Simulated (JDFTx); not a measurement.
Runs of JDFTx 1.7.0 (patched build) on K. It takes space group Im-3m (No. 229, cubic). The conventional cell has a = 5.395 Å, b = 5.395 Å, c = 5.395 Å, α = 90.00°, β = 90.00°, γ = 90.00°. 

```tsv
potentials or basis	cutoff (eV)	gap on the mesh (eV)	pressure (GPa)	relaxed volume (Å³/atom)
Ansatz-NC-SR-PBE with smoothed tails	871	none	0.0	73.66
SPMS-PBE-1.0 with smoothed tails	1088	none	0.0	73.63
PseudoDojo-SR-PBE-0.5-standard with smoothed tails	1007	none	0.0	73.61
SG15-PBE-1.2 with smoothed tails	1088	none	0.0	(a)
PseudoDojo-SR-PBE-0.5-stringent with smoothed tails	1007	none	0.0	73.61
```

Alike in all rows: task relaxation of cell and atoms; level PBE; no spin polarisation; cell relaxed; k mesh 7 × 7 × 7; smearing fermi-dirac 0.05 eV.

Problem. Fill in the values left out.

Solution. (a) 73.64.

Caveats: the plane waves are those of the starting cell, so after so large a change of volume the result is rough.

A gap of «none» marks a metal or a gap under the smearing width.
